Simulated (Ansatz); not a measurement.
Rock-salt NaBr was calculated with LDA (plane waves, PAW; Ansatz, a first-principles code).

Numerical settings: plane-wave cutoff 520 eV, 10×10×10 k mesh, Fermi–Dirac smearing 0.01 eV, scalar-relativistic PAW data made under PBE.

The volume scan:

| V (Å³/atom) | E − E_lowest (meV/atom) |
|---|---|
| 22.714 | 8.46 |
| 23.198 | 3.69 |
| 23.681 | 0.94 |
| 24.164 | 0.00 |
| 24.648 | 0.67 |
| 25.131 | 2.77 |
| 25.614 | 6.15 |

Task: What bulk modulus B0 and pressure derivative B′ does a third-order Birch–Murnaghan fit give?

Result: V0 = 24.196 Å³/atom, B0 = 26.5 GPa, B′ = 4.8 (fit to the energies at full precision).

Measured, for comparison: bulk modulus 22.6 GPa (4 K, no zero-point or thermal correction; as tabulated in Doll and Stoll (1998), arXiv:cond-mat/9801031); equilibrium volume per atom 26.01 Å³/atom (low temperature, no zero-point or thermal correction; as tabulated in Doll and Stoll (1998), arXiv:cond-mat/9801031). Computed less measured: bulk modulus +17 %, equilibrium volume per atom -7.0 %.

Static lattice: no zero-point or thermal effects.

Cost on a shared machine: around 22 core-seconds (rough).
